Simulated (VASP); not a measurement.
The system is GaP.

```
CELL_PARAMETERS angstrom
1.91438 1.10527 6.35644
-1.91438 1.10527 6.35644
0.00000 -2.21054 6.35644
ATOMIC_POSITIONS crystal
Ga 0.43580 0.43580 0.43580
Ga 0.56420 0.56420 0.56420
P 0.05779 0.05779 0.05779
P 0.94221 0.94221 0.94221
```

Measurements of this composition are mostly on another form, of space group No. 216.

Base run:

* Program: VASP 6.6.1
* Functional: PBEsol
* Potentials or basis: VASP PAW PBE potentials, release 64 (Ga_d, P)
* Cutoff: 700 eV
* k mesh: 9 × 9 × 9
* Occupations: gaussian, width 0.02 eV
* Spin: no spin polarisation

Its results: band gap on the k mesh 0.79 eV, indirect (least direct gap 1.15 eV); pressure 0.0 GPa; largest force 0.005 eV/Å.

Question: After a change of settings the same cell gave: band gap on the k mesh 1.11 eV, indirect (least direct gap 1.62 eV); pressure 0.6 GPa; largest force 0.108 eV/Å. Which change was it?
A. functional from PBEsol to r2SCAN; cutoff from 700 eV to 520 eV
B. cutoff from 700 eV to 520 eV; occupations from gaussian, width 0.02 eV to gaussian, width 0.5 eV
C. cutoff from 700 eV to 520 eV; k mesh from 9 × 9 × 9 to 12 × 12 × 12

Answer: A.

r2SCAN gives the wider gap, since meta-GGAs in the generalised Kohn-Sham scheme recover part of the derivative discontinuity.

Caveats: the PAW data sets were made with another functional, which shifts forces and pressure a little; an odd mesh through Γ misses points on the zone boundary, where band edges often lie.
